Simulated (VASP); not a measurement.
# ZrSe2 (P-3m1) in VASP: further runs, part 2 of 2

VASP 6.6.1. Earlier steps stand in the parts before.

## (3) Relaxation of cell and atoms, PBE+D3(BJ)

This run uses another cell than the first one, of 24.35 Å³/atom, 0.944 times its volume.

INCAR reads:

```
PREC = Accurate
ENCUT = 600
EDIFF = 1E-7
ISMEAR = 0
SIGMA = 0.03
LREAL = F
LASPH = T
NELM = 80
ALGO = Normal
ISIF = 3
LWAVE = F
LCHARG = F
GGA = PE
IVDW = 12
IBRION = 2
NSW = 90
EDIFFG = -0.005
KPAR = 4
```

KPOINTS reads:

```
Automatic mesh
0
Gamma
  9 9 5
```

POSCAR reads:

```
ZrSe2                                   
1.0
    3.7403502371     -0.0000000000      0.0000000000
   -1.8701751186      3.2392383244      0.0000000000
   -0.0000000000      0.0000000000      6.0280665135
  Zr              Se            
     1     2
Direct
     0.0000000000000000    0.0000000000000000    0.0000000000000000
     0.3333333332999970    0.6666666667000030    0.2649979778630382
     0.6666666667000030    0.3333333332999970    0.7350020221369620
```

Potentials or basis: VASP PAW PBE potentials, release 64 (Zr_sv, Se).

Started as:

```bash
$ cat potpaw_PBE.64/Zr_sv/POTCAR potpaw_PBE.64/Se/POTCAR > POTCAR
$ mpirun -np 4 vasp_std > vasp.out
```

It took 75 s on 4 MPI ranks of Intel Xeon Platinum 8488C (Sapphire Rapids), shared host; peak memory 0.25 GiB.

Results (log left out):

| Item | Value |
| --- | --- |
| Free energy | -20.7426 eV |
| Relaxed volume | 24.34 Å³/atom |
| Relaxed cell | a = 3.739 Å, b = 3.739 Å, c = 6.032 Å, α = 90.00°, β = 90.00°, γ = 120.00° |
| Space group after relaxing (to 0.05 Å) | P-3m1 (No. 164) |
| Energy gained by relaxing | 0.0 meV/atom |
| Ionic steps | 5 |
| Pressure after relaxing | 0.0 GPa |
| Band gap on the k mesh | 0.05 eV, indirect (least direct gap 0.94 eV) |
| Dispersion energy per atom | -0.405 eV |

Forces on the atoms (eV/Å):
```
Zr   0.000  0.000  0.000
Se   0.000  0.000 -0.003
Se   0.000  0.000  0.003
```

Final structure:
```xyz
3
Lattice="3.7385 0.0000 0.0000 -1.8693 3.2377 0.0000 0.0000 0.0000 6.0322" Properties=species:S:1:pos:R:3 pbc="T T T"
Zr   -1.8693    3.2377    0.0000
Se    0.0000    2.1584    1.5985
Se    1.8693    1.0792    4.4337
```

Levels at points of the mesh, in eV from the valence-band top:
```
           k point  band 10  band 11  band 12  band 13  band 14  band 15
(0.00, 0.00, 0.00)    -0.11    -0.11     0.00     0.94     0.94     1.22
```

Caveat: an odd mesh through Γ misses points on the zone boundary, where band edges often lie.

## (4) Relaxation of cell and atoms, PBE

INCAR reads:

```
SYSTEM = ZrSe2
ALGO = Normal ; EDIFF = 1E-6
EDIFFG = -0.01 ; ENCUT = 300
GGA = PE ; IBRION = 2
ISIF = 3 ; ISMEAR = 0
LASPH = .TRUE. ; LCHARG = .FALSE.
LREAL = .FALSE. ; LWAVE = .FALSE.
NELM = 80 ; NSW = 90
PREC = Accurate ; SIGMA = 0.03
```

KPOINTS reads:

```
k-points
0
G
  5 5 3
  0 0 0
```

POSCAR reads:

```
ZrSe2
1.0
    3.7980000000      0.0000000000      0.0000000000
   -1.8990000000      3.2891644836      0.0000000000
    0.0000000000      0.0000000000      6.1920000000
Zr Se
1 2
Direct
    0.0000000000      0.0000000000      0.0000000000
    0.3333333333      0.6666666667      0.2500000000
    0.6666666667      0.3333333333      0.7500000000
```

Started as:

```bash
$ cat potpaw_PBE.64/Zr_sv/POTCAR potpaw_PBE.64/Se/POTCAR > POTCAR
$ mpirun -np 1 vasp_std > vasp.out
```

Run time: 66 s. Hardware: 1 thread of Intel Xeon Platinum 8488C (Sapphire Rapids), shared host; peak memory 0.15 GiB.

Results (log left out):

- Free energy: -19.5476 eV
- Relaxed volume: 27.83 Å³/atom
- Relaxed cell: a = 3.810 Å, b = 3.810 Å, c = 6.641 Å, α = 90.00°, β = 90.00°, γ = 120.00°
- Space group after relaxing (to 0.05 Å): P-3m1 (No. 164)
- Energy gained by relaxing: 8.6 meV/atom
- Ionic steps: 18
- Pressure after relaxing: 0.0 GPa
- Band gap on the k mesh: 0.48 eV, indirect (least direct gap 1.08 eV)

Forces on the atoms (eV/Å):
```
Zr   0.000  0.000  0.000
Se   0.000  0.000 -0.003
Se   0.000  0.000  0.003
```

Step by step:
```tsv
step	energy change (eV)	largest force (eV/Å)	pressure (GPa)	volume (Å³)
1	0.0000	0.2901	2.08	77.35
2	0.0002	0.3717	-2.03	81.17
3	-0.0147	0.0487	-0.07	79.22
4	-0.0165	0.0659	-0.01	79.25
5	-0.0178	0.0901	0.08	79.30
6	-0.0179	0.0982	0.11	79.32
7	-0.0192	0.0805	0.14	79.61
8	-0.0223	0.0263	0.23	80.47
9	-0.0244	0.0824	0.46	82.20
10	-0.0251	0.0516	0.24	82.64
11	-0.0255	0.0075	-0.07	83.27
12	-0.0255	0.0059	-0.07	83.29
13	-0.0255	0.0028	-0.08	83.34
14	-0.0256	0.0000	-0.09	83.37
15	-0.0258	0.0101	-0.06	83.47
16	-0.0257	0.0299	-0.02	83.66
17	-0.0259	0.0172	-0.05	83.54
18	-0.0259	0.0030	0.03	83.48
```

Final structure:
```
Zr Se
1.0
     3.80978    0.00000    0.00000
    -1.90489    3.29937    0.00000
     0.00000    0.00000    6.64106
Zr Se
1 2
Direct
  0.00000 0.00000 0.00000
  0.33333 0.66667 0.23763
  0.66667 0.33333 0.76237
```

Levels at points of the mesh, in eV from the valence-band top:
```tsv
k point	band 10	band 11	band 12	band 13	band 14	band 15
(0.00, 0.00, 0.00)	-0.32	0.00	0.00	1.08	1.08	1.53
```

Caveat: an odd mesh through Γ misses points on the zone boundary, where band edges often lie; this functional lacks dispersion, which binds the layers, so the pressure and a relaxed spacing across them are unreliable.

## (5) Relaxation of cell and atoms, PBE

This run uses another cell than the first one, of 27.83 Å³/atom, 1.079 times its volume.

Edit INCAR of step 4 so:

```diff
@@ -1,4 +1,4 @@
 SYSTEM = ZrSe2
-ALGO = Normal ; EDIFF = 1E-6
-EDIFFG = -0.01 ; ENCUT = 300
+ALGO = Normal ; EDIFF = 1E-7
+EDIFFG = -0.005 ; ENCUT = 300
 GGA = PE ; IBRION = 2
```

KPOINTS is that of step 4.

POSCAR reads:

```
ZrSe2                                   
1.0
    3.8097797901     -0.0000000000      0.0000000000
   -1.9048898951      3.2993660811      0.0000000000
   -0.0000000000      0.0000000000      6.6410635503
  Zr              Se            
     1     2
Direct
     0.0000000000000000    0.0000000000000000    1.0000000000000000
     0.3333333332999970    0.6666666667000030    0.2376304311987149
     0.6666666667000030    0.3333333332999970    0.7623695688012851
```

Started as:

```bash
$ cat potpaw_PBE.64/Zr_sv/POTCAR potpaw_PBE.64/Se/POTCAR > POTCAR
$ mpirun -np 1 vasp_std > vasp.out
```

It took 19 s on 1 thread of Intel Xeon Platinum 8488C (Sapphire Rapids), shared host; peak memory 0.15 GiB.

It converged, with:

```yaml
Free_energy: -19.5550 eV
Relaxed_volume: 27.81 Å³/atom
Relaxed_cell: a = 3.810 Å, b = 3.810 Å, c = 6.636 Å, α = 90.00°, β = 90.00°, γ = 120.00°
Space_group_after_relaxing_to_0.05_Å: P-3m1 (No. 164)
Energy_gained_by_relaxing: 0.0 meV/atom
Ionic_steps: 4
Pressure_after_relaxing: 0.0 GPa
Largest_force_after_relaxing: 0.005 eV/Å
Band_gap_on_the_k_mesh: 0.48 eV, indirect (least direct gap 1.09 eV)
```

Forces in eV/Å, atoms in the order of the input:
```
Zr   0.000  0.000  0.000
Se   0.000  0.000  0.005
Se   0.000  0.000 -0.005
```

Final structure:
```
Zr Se
1.0
     3.81042    0.00000    0.00000
    -1.90521    3.29992    0.00000
     0.00000    0.00000    6.63592
Zr Se
1 2
Direct
  0.00000 0.00000 0.00000
  0.33333 0.66667 0.23762
  0.66667 0.33333 0.76238
```

Levels at points of the mesh, in eV from the valence-band top:
| k point | band 10 | band 11 | band 12 | band 13 | band 14 | band 15 |
| --- | --- | --- | --- | --- | --- | --- |
| (0.00, 0.00, 0.00) | -0.31 | 0.00 | 0.00 | 1.09 | 1.09 | 1.54 |

Caveat: an odd mesh through Γ misses points on the zone boundary, where band edges often lie; this functional lacks dispersion, which binds the layers, so the pressure and a relaxed spacing across them are unreliable.

## (6) Relaxation of cell and atoms, PBE+D3(BJ)

INCAR reads:

```
  PREC = Accurate
  ENCUT = 600
  EDIFF = 1E-6
  ISMEAR = 0
  SIGMA = 0.03
  LREAL = F
  LASPH = T
  NELM = 80
  ALGO = Normal
  ISIF = 3
  LWAVE = F
  LCHARG = F
  GGA = PE
  IVDW = 12
  IBRION = 2
  NSW = 90
  EDIFFG = -0.01
  KPAR = 4
```

KPOINTS reads:

```
Automatic mesh
0
Gamma
  9 9 5
```

POSCAR reads:

```
ZrSe2
1.0
    3.7980000000      0.0000000000      0.0000000000
   -1.8990000000      3.2891644836      0.0000000000
    0.0000000000      0.0000000000      6.1920000000
Zr Se
1 2
Direct
    0.0000000000      0.0000000000      0.0000000000
    0.3333333333      0.6666666667      0.2500000000
    0.6666666667      0.3333333333      0.7500000000
```

Potentials or basis: VASP PAW PBE potentials, release 64 (Zr_sv, Se).

Started as:

```bash
$ cat potpaw_PBE.64/Zr_sv/POTCAR potpaw_PBE.64/Se/POTCAR > POTCAR
$ mpirun -np 4 vasp_std > vasp.out
```

It took 1.8 min on 4 MPI ranks of Intel Xeon 6975P-C (Granite Rapids), shared host; peak memory 0.28 GiB.

Results (log left out):

```
Free energy                            : -20.7431 eV
Relaxed volume                         : 24.35 Å³/atom
Relaxed cell                           : a = 3.740 Å, b = 3.740 Å, c = 6.028 Å, α = 90.00°, β = 90.00°, γ = 120.00°
Space group after relaxing (to 0.05 Å) : P-3m1 (No. 164)
Energy gained by relaxing              : 11.2 meV/atom
Ionic steps                            : 15
Pressure after relaxing                : 0.0 GPa
Band gap on the k mesh                 : 0.05 eV, indirect (least direct gap 0.93 eV)
Dispersion energy per atom             : -0.405 eV
```

Stress tensor (GPa, compression positive):
```
-0.05  0.00  0.00
 0.00 -0.05  0.00
 0.00  0.00  0.04
```

The path:
| step | energy change (eV) | largest force (eV/Å) | pressure (GPa) | volume (Å³) |
| --- | --- | --- | --- | --- |
| 1 | 0.0000 | 0.3158 | -0.45 | 77.35 |
| 2 | -0.0147 | 0.2208 | -0.25 | 76.54 |
| 3 | -0.0201 | 0.1203 | -0.05 | 75.74 |
| 4 | -0.0234 | 0.0781 | -0.26 | 75.51 |
| 5 | -0.0293 | 0.0461 | -0.82 | 74.83 |
| 6 | -0.0299 | 0.1058 | -1.05 | 74.51 |
| 7 | -0.0311 | 0.0914 | -0.91 | 74.25 |
| 8 | -0.0332 | 0.0493 | -0.45 | 73.48 |
| 9 | -0.0312 | 0.0363 | 0.54 | 71.94 |
| 10 | -0.0335 | 0.0243 | -0.19 | 73.08 |
| 11 | -0.0335 | 0.0227 | -0.19 | 73.05 |
| 12 | -0.0334 | 0.0115 | -0.05 | 72.85 |
| 13 | -0.0335 | 0.0212 | -0.15 | 73.02 |
| 14 | -0.0335 | 0.0160 | -0.12 | 73.02 |
| 15 | -0.0337 | 0.0013 | -0.02 | 73.04 |

Final structure:
```cif
data_structure
_symmetry_space_group_name_H-M 'P 1'
_symmetry_Int_Tables_number 1
_cell_length_a 3.7404
_cell_length_b 3.7404
_cell_length_c 6.0281
_cell_angle_alpha 90.000
_cell_angle_beta 90.000
_cell_angle_gamma 120.000
_cell_volume 73.04
loop_
_atom_site_label
_atom_site_type_symbol
_atom_site_fract_x
_atom_site_fract_y
_atom_site_fract_z
_atom_site_occupancy
Zr1 Zr 0.00000 0.00000 0.00000 1
Se1 Se 0.33333 0.66667 0.26500 1
Se2 Se 0.66667 0.33333 0.73500 1
```

Levels at points of the mesh, in eV from the valence-band top:
| k point | band 9 | band 10 | band 11 | band 12 | band 13 | band 14 | band 15 | band 16 |
| --- | --- | --- | --- | --- | --- | --- | --- | --- |
| (0.00, 0.00, 0.00) | -2.77 | -0.12 | -0.12 | 0.00 | 0.93 | 0.93 | 1.22 | 3.94 |

Caveat: an odd mesh through Γ misses points on the zone boundary, where band edges often lie.
